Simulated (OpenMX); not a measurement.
Here is an OpenMX 3.8.5 calculation.

File TiSe.dat:

```
System.CurrrentDirectory             ./
System.Name                          TiSe
DATA.PATH                            ./DFT_DATA13
level.of.stdout                      1
level.of.fileout                     0
Species.Number                       2
<Definition.of.Atomic.Species
  Ti  Ti7.0-s2p2d1           Ti_CA13
  Se  Se7.0-s3p2d1           Se_CA13
Definition.of.Atomic.Species>

<Hubbard.U.values
  Ti  1s 0.0 2s 0.0 1p 0.0 2p 0.0 1d 1.0
  Se  1s 0.0 2s 0.0 3s 0.0 1p 0.0 2p 0.0 1d 0.0
Hubbard.U.values>

Atoms.Number                         2
Atoms.SpeciesAndCoordinates.Unit     AU
<Atoms.SpeciesAndCoordinates
    1  Ti    0.0000000000    0.0000000000    0.0000000000   6.000  6.000     0.00    0.00    0.00    0.00  0  ex
    2  Se    2.9319135311    2.9319135311    2.9319135311   3.000  3.000     0.00    0.00    0.00    0.00  0  off
Atoms.SpeciesAndCoordinates>

Atoms.UnitVectors.Unit               AU
<Atoms.UnitVectors
     0.0000000000    5.8638270622    5.8638270622
     5.8638270622    0.0000000000    5.8638270622
     5.8638270622    5.8638270622    0.0000000000
Atoms.UnitVectors>

scf.XcType                           LSDA-CA
scf.SpinPolarization                 nc
scf.SpinOrbit.Coupling               on
scf.Hubbard.U                        on
scf.Hubbard.Occupation               dual
scf.ElectronicTemperature            580.226
scf.energycutoff                     400.0
scf.maxIter                          60
scf.EigenvalueSolver                 band
scf.Kgrid                            7 7 7
scf.Mixing.Type                      rmm-diis
scf.Init.Mixing.Weight               0.01
scf.Min.Mixing.Weight                0.001
scf.Max.Mixing.Weight                0.2
scf.Mixing.History                   40
scf.Mixing.StartPulay                15
scf.criterion                        1.0e-7
MD.Type                              nomd
scf.system.charge                    -1.0
```

Potentials or basis: OpenMX 2013 LDA set, Ti7.0-s2p2d1, Se7.0-s3p2d1, grid cutoff 400 Ry.

The run is started by

```bash
$ openmx TiSe.dat -nt 1 > TiSe.std
```

Problem. Predict the band gap on the k mesh.

Solution. None (metal or under the smearing width).

Problem. Predict the net moment.

Solution. 0.00 μB per cell.

Problem. Predict the Mulliken charges.

Solution. Ti -0.36; Se -0.64 e.

Caveat: U acts on the first radial function of the shell alone, so its value doesn't carry over to other programs; the basis of atomic orbitals isn't converged, which shifts pressures, moduli and gaps.
